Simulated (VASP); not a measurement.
Here is a VASP 6.6.1 calculation.

File INCAR:

```
ALGO = Fast
EDIFF = 1E-7
EDIFFG = -0.01
ENCUT = 600
GGA = RE
IBRION = 2
ISIF = 3
ISMEAR = -1
IVDW = 11
LASPH = T
LCHARG = F
LREAL = F
LWAVE = F
NELM = 100
NSW = 60
PREC = Accurate
SIGMA = 0.05
```

KPOINTS

```
k-points
0
Gamma
  10 10 5
```

POSCAR

```
TaN
1.0
    2.9217699809      0.0000000000      0.0000000000
   -1.4608849905      2.5303270275      0.0000000000
    0.0000000000      0.0000000000      5.9165150000
Ta N
2 2
Direct
    0.0000000000      0.0000000000      0.5000000000
    0.0000000000      0.0000000000      0.0000000000
    0.3333333333      0.6666666667      0.2500000000
    0.6666666667      0.3333333333      0.7500000000
```

Potentials or basis: VASP PAW PBE potentials, release 64 (Ta_pv, N).

Run with:

```bash
$ cat potpaw_PBE.64/Ta_pv/POTCAR potpaw_PBE.64/N/POTCAR > POTCAR
$ mpirun -np 1 vasp_std > vasp.out
```

Q: Estimate the dispersion energy per atom.

A: -0.652 eV.

Q: Estimate the space group after relaxing (to 0.05 Å).

A: P6_3/mmc (No. 194).

Q: What does it give for the band gap on the k mesh?

A: None (metal or under the smearing width).

Q: Estimate the relaxed volume.

A: 10.71 Å³/atom.

Step by step:
| step | energy change (eV) | largest force (eV/Å) | pressure (GPa) | volume (Å³) |
| --- | --- | --- | --- | --- |
| 1 | 0.0000 | 0.0000 | -6.36 | 43.74 |
| 2 | 0.0663 | 0.0000 | 16.00 | 41.05 |
| 3 | -0.0217 | 0.0000 | 0.37 | 42.83 |
| 4 | -0.0217 | 0.0000 | 0.54 | 42.81 |
| 5 | -0.0219 | 0.0000 | -0.35 | 42.90 |
| 6 | -0.0228 | 0.0000 | 0.07 | 42.85 |

Caveat: the PAW data sets were made with another functional, which shifts forces and pressure a little; pairwise dispersion overbinds metals, which lowers pressure and volume. Spin-orbit coupling is left out, which matters for the levels of Ta.
